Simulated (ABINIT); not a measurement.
Crystal: AlFe.

```
CELL_PARAMETERS angstrom
2.91000 0.00000 0.00000
0.00000 2.91000 0.00000
0.00000 0.00000 2.91000
ATOMIC_POSITIONS crystal
Fe 0.50000 0.50000 0.50000
Al 0.00000 0.00000 0.00000
```

Base run:

| Item | Value |
| --- | --- |
| Program | ABINIT 10.8.3 (patched build) |
| Functional | PBE |
| Potentials or basis | JTH PAW PBE v2.0 |
| Cutoff | 707 eV |
| k mesh | 9 × 9 × 9 |
| Occupations | fermi-dirac, width 0.05 eV |
| Spin | collinear spin, ferromagnetic start |
| Starting moments | [3.0, 0.0] μB |

Its results: band gap on the k mesh none (metal or under the smearing width); pressure -6.4 GPa; net moment 0.67 μB per cell; site moments Fe +0.71; Al -0.02 μB.

**Question.** After a change of settings the same cell gave: band gap on the k mesh none (metal or under the smearing width); pressure -5.5 GPa; net moment 0.87 μB per cell; site moments Fe +0.92; Al -0.03 μB. Which change was it?
A. k mesh from 9 × 9 × 9 to 5 × 5 × 5
B. functional from PBE to RPBE
C. k mesh from 9 × 9 × 9 to 4 × 4 × 4
D. functional from PBE to BP86

**Answer.** A.

Caveats: some runs use coarse meshes.

Not every run made on this cell is shown here.
